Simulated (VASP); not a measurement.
Input of a VASP 6.6.1 run:

File INCAR:

```
ALGO = Normal
EDIFF = 1E-7
EDIFFG = -0.002
ENCUT = 520
GGA = PE
IBRION = 2
ISIF = 3
ISMEAR = 0
LASPH = T
LCHARG = F
LREAL = F
LWAVE = F
NELM = 100
NSW = 80
PREC = Accurate
SIGMA = 0.02
```

KPOINTS

```
k-points
0
Gamma
  2 2 2
```

POSCAR

```
HfO2                                    
1.0
   -0.0000000000      2.5492241877      2.5492241877
    2.5492241877     -0.0000000000      2.5492241877
    2.5492241877      2.5492241877      0.0000000000
  Hf              O             
     1     2
Direct
     0.0000000000000000    0.0000000000000000    0.0000000000000000
     0.2500000000000000    0.2500000000000000    0.2500000000000000
     0.7500000000000000    0.7500000000000000    0.7500000000000000
```

Potentials or basis: VASP PAW PBE potentials, release 64 (Hf_pv, O).

Command:

```console
$ cat potpaw_PBE.64/Hf_pv/POTCAR potpaw_PBE.64/O/POTCAR > POTCAR
$ mpirun -np 1 vasp_std > vasp.out
```

**Question.** Estimate the band gap on the k mesh.

**Answer.** 3.56 eV, direct.

Final structure:
```yaml
crystal:
  lattice:
    - [0.00000, 2.54922, 2.54922]
    - [2.54922, 0.00000, 2.54922]
    - [2.54922, 2.54922, 0.00000]
  atoms:
    - { symbol: Hf, position: [0.00000, 0.00000, 0.00000] }
    - { symbol: O, position: [0.25000, 0.25000, 0.25000] }
    - { symbol: O, position: [0.75000, 0.75000, 0.75000] }
```

Caveat: the k mesh is coarse (spacing up to 1.07 Å⁻¹), so the values aren't converged; the relaxation stopped at its first step, so nothing moved; spin-orbit coupling is left out, which moves the levels of the heavy elements. Expect the measured gap to be larger: semilocal functionals such as PBE lack the derivative discontinuity.
